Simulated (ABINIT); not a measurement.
ZnSe (Stilleite):

```
Se Zn
1.0
     0.00000    2.83380    2.83380
     2.83380    0.00000    2.83380
     2.83380    2.83380    0.00000
Se Zn
1 1
Direct
  0.75000 0.75000 0.75000
  0.00000 0.00000 0.00000
```

```yaml
Program: ABINIT 10.8.3 (patched build)
Task: relaxation of cell and atoms
Functional: PBE
Potentials_or_basis: JTH PAW PBE v2.0
Cutoff: 599 eV
k_mesh: 8 × 8 × 8
Occupations: fermi-dirac, width 0.05 eV
Spin: no spin polarisation
```

At the start: pressure 2.1 GPa; volume 22.76 Å³/atom.

Where does the relaxation end?

Over 4 steps the energy falls by 5.1 meV/atom and the volume is 23.56 Å³/atom (+3.5 %); space group F-43m (No. 216, to 0.05 Å).

Step by step:
```csv
step,energy change (eV),largest force (eV/Å),pressure (GPa),volume (Å³)
1,0.0000,0.0000,2.11,45.51
2,-0.0035,0.0000,1.68,45.81
3,-0.0101,0.0000,0.13,47.01
4,-0.0101,0.0000,0.01,47.11
```

Final structure:
```xyz
2
Lattice="0.0000 2.8666 2.8666 2.8666 0.0000 2.8666 2.8666 2.8666 0.0000" Properties=species:S:1:pos:R:3 pbc="T T T"
Se    4.2999    4.2999    4.2999
Zn    0.0000    0.0000    0.0000
```
